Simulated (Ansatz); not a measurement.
Consider the substitution at a C–C bond: `CCCCO` + `[NH2][Ga]([NH2])[OH]` → `C[O][Ga]([NH2])[NH2]` + `CCCO`.

Gas-phase electronic energies from Ansatz, PBE0-D4/def2-TZVP geometries. CCSD(T)/CBS is the MP2 limit (def2-TZVPP, def2-QZVPP) plus CCSD(T) − MP2 in def2-TZVPP, frozen cores. DFT in def2-TZVPP. For Ga outer-core shells are correlated without core-valence functions, which leaves a few kJ/mol of doubt a bond. Scalar relativity is left out up to krypton. Each species was taken in one conformer, which may not be the lowest.

| species | r2SCANh energy (Eh) |
| --- | --- |
| `CCCCO` | -233.60941 |
| `[NH2][Ga]([NH2])[OH]` | -2112.62273 |
| `C[O][Ga]([NH2])[NH2]` | -2151.90196 |
| `CCCO` | -194.30819 |

**Question.** Work out ΔE.

**Answer.** ΔE = (-2151.90196) + (-194.30819) − (-233.60941) − (-2112.62273) = 0.02199 Eh = +13.8 kcal/mol. CCSD(T)/CBS gives +15.0 kcal/mol.

**Question.** What do rigid-rotor, harmonic-oscillator terms from PBE0-D4/def2-TZVP frequencies (298.15 K, 1 bar) make of the CCSD(T)/CBS value? (Estimate.)

**Answer.** Computed: ΔZPE = -0.3 kcal/mol, ΔH = +14.9 kcal/mol, ΔS = 17 J/(mol·K), ΔG = +13.7 kcal/mol. Modes under 50 cm⁻¹ make the entropy rough.

Largest T1 diagnostic among the species: 0.013.

At CCSD(T), def2-SVP lies −2.8 kcal/mol from the extrapolated value and def2-TZVPP −0.7 kcal/mol. In def2-TZVPP, CCSD(T) changes the Hartree–Fock value by +2.1 kcal/mol (the triples alone add +0.1 kcal/mol) and MP2 by +3.5 kcal/mol. From BLYP to BHLYP (50 % exact exchange), in def2-TZVPP and without D4, ΔE moves by +1.1 kcal/mol.
